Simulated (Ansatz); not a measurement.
Re under changes of volume

One of the cells (14.714 Å³/atom); the others are scaled copies at fixed shape and fractional positions:

```xyz
2
Lattice="2.7608 0.0000 0.0000 -1.3804 2.3909 0.0000 0.0000 0.0000 4.4582" Properties=species:S:1:pos:R:3 pbc="T T T"
Re    1.3804    0.7970    3.3436
Re    0.0000    1.5939    1.1145
```

- Program: Ansatz 0.2.0
- Functional: BLYP
- Dispersion: D3(BJ)
- Potentials or basis: Ansatz PAW
- Cutoff: 420 eV (not typed: the program's choice for these potentials)
- k mesh: 11 × 11 × 6
- Occupations: fermi-dirac, width 0.05 eV
- Spin: no spin polarisation

```csv
volume (Å³/atom),energy over the lowest point (meV/atom),pressure (GPa)
13.831,76.75,28.0
14.125,34.71,18.2
14.420,?,?
14.714,0.00,1.5
15.008,4.01,-5.6
15.303,20.31,-11.9
15.597,47.65,-17.6
```

Task: What does the run at 14.420 Å³/atom give?

Result: Energy over the lowest point 9.71 meV/atom; pressure 9.4 GPa.

Worked out: A Birch-Murnaghan fit of order 3 (a polynomial in V^(-2/3)) to the other rows has its minimum at 14.77 Å³/atom with B0 = V·E''(V) = 366 GPa and B' = 4.5 at fixed shape and positions, which overstates the stiffness. It gives 9.67 meV/atom at 14.420 Å³/atom, against the run's 9.71, and -dE/dV = 9.3 GPa, against 9.4.

Energies are extrapolated to zero smearing.

Caveats: pairwise dispersion overbinds metals, which lowers pressure and volume; the PAW data sets come from PBE, with cores solved anew for the run's functional, which leaves a small shift of forces and pressure.
